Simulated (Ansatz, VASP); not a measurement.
## Two plane-wave programs on Os

Contents of INCAR:

```
  PREC = Accurate
  ENCUT = 520
  EDIFF = 1E-7
  ISMEAR = 0
  SIGMA = 0.05
  LREAL = False
  LASPH = True
  NELM = 100
  ALGO = Normal
  ISIF = 2
  LWAVE = False
  LCHARG = True
  GGA = PE
  LELF = True
  LVHAR = True
  NBANDS = 10
```

File KPOINTS:

```
regular mesh
0
Gamma
  10 10 10
```

Contents of POSCAR:

```
Os
1.0
   -1.5791778557      1.5791778557      1.5791778557
    1.5791778557     -1.5791778557      1.5791778557
    1.5791778557      1.5791778557     -1.5791778557
Os
1
Direct
    0.0000000000      0.0000000000      0.0000000000
```

Input for Ansatz:

```yaml
crystal:
  lattice:
    - [-1.5791778557, 1.5791778557, 1.5791778557]
    - [1.5791778557, -1.5791778557, 1.5791778557]
    - [1.5791778557, 1.5791778557, -1.5791778557]
  atoms:
    - { symbol: Os, position: [0.0, 0.0, 0.0] }
basis:
  ecutwfc: 600
  ecutrho_ratio: 5
kpoints:
  mp_grid: { grid: [10, 10, 10] }
hamiltonian:
  xc: pbe
scf:
  occupations: { method: gaussian, width: 0.05 }
output:
  forces: true
  stress: true
  eigenvalues: true
```

Alike in both runs: task single point; functional PBE; k mesh 10 × 10 × 10; occupations gaussian, width 0.05 eV; no spin polarisation.

|  | VASP | Ansatz |
| --- | --- | --- |
| version | VASP 6.6.1 | Ansatz 0.2.0 |
| potentials or method | VASP PAW PBE potentials, release 64 (Os) | scalar-relativistic, plane waves, PAW |
| plane-wave cutoff (eV) | 520 | 600 |
| valence electrons in the cell | 8 | 16 |

VASP gave:

- gap on the k mesh at the Fermi level (eV): none
- pressure (GPa): -19.7

Question: Estimate Ansatz's values.

Answer: gap on the k mesh at the Fermi level (eV): none; pressure (GPa): -19.5.

A gap of «none» marks a metal or a gap that the smearing closes. The two sets of potentials don't hold the same shells in valence.

Caveats: so large a pressure means that the cell lies far from this level's equilibrium, or that cutoff or potentials fall short (VASP). The runs have no spin-orbit coupling, so splittings on Os are missing.
